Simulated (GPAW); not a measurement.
## Fitting the revPBE+D3(zero damping) energy curve of Ta

Symmetry: Im-3m, No. 229, cubic system. The conventional cell has a = 3.303 Å, b = 3.303 Å, c = 3.303 Å, α = 90.00°, β = 90.00°, γ = 90.00°. Ta (site symmetry m-3m) has 8 Ta at 2.86 Å as nearest neighbours.

The cell was scaled at fixed shape and fractions and run with GPAW, the program's PAW data sets (release 1.2.1) made for this functional, cutoff 600 eV; revPBE+D3(zero damping), k mesh 11 × 11 × 11 on the cell of 1 atom, fermi-dirac occupations of 0.05 eV, no spin polarisation, no spin-orbit coupling. Energies are those that the program minimises, any entropy of the smearing included. For a metal such a mesh isn't converged to the digits shown.

```csv
V (Å³/atom),energy over the lowest row (meV/atom)
16.9297,9.21
17.2899,0.00
17.6501,1.44
18.0104,12.45
18.3706,31.88
18.7308,?
19.0910,92.75
```

Question: Fit the third-order Birch-Murnaghan form, give V0, B0 and B′, and predict the energy left open.

Answer: With y = (V0/V)^(2/3), E = E0 + (9 V0 B0/16) [(y - 1)³ B′ + (y - 1)² (6 - 4y)]. Least squares through the rows shown give V0 = 17.4167 Å³/atom, E0 = -0.64 meV, B0 = 220.1 GPa (1 eV/Å³ = 160.218 GPa) and B′ = 4.51, with a largest miss of 0.02 meV. At V = 18.7308 the form with these constants gives 58.95 meV; the run gave 58.90 meV an atom. Measured modulus: 194 GPa (arxiv:1910.08312), so the fit lies +13.5 % from it. The runs are for a static lattice.

The fitted minimum lies at a smaller volume than the listed cell, which is close to the measured one for tantalum, so this functional overbinds the metal as well as making it too stiff. The two errors belong together, since a shorter equilibrium spacing usually brings a higher modulus. The contraction is unexpected of revPBE alone, which tends to expand lattices. The likely cause is the pairwise dispersion term, whose atom-based coefficients largely miss the screening by conduction electrons, though the semilocal part may contribute and the curve can't separate the two.

The high stiffness itself is that of a group 5 metal, whose 5d band is filled mainly in its bonding states, so that a change of volume in either direction costs much energy. The positive B′ reflects the steeper repulsion on compression. The close prediction of the open row shows that the curve is smooth and well described by the chosen form, but as an interpolation it says nothing about the accuracy of the functional or about behaviour at strong compression.
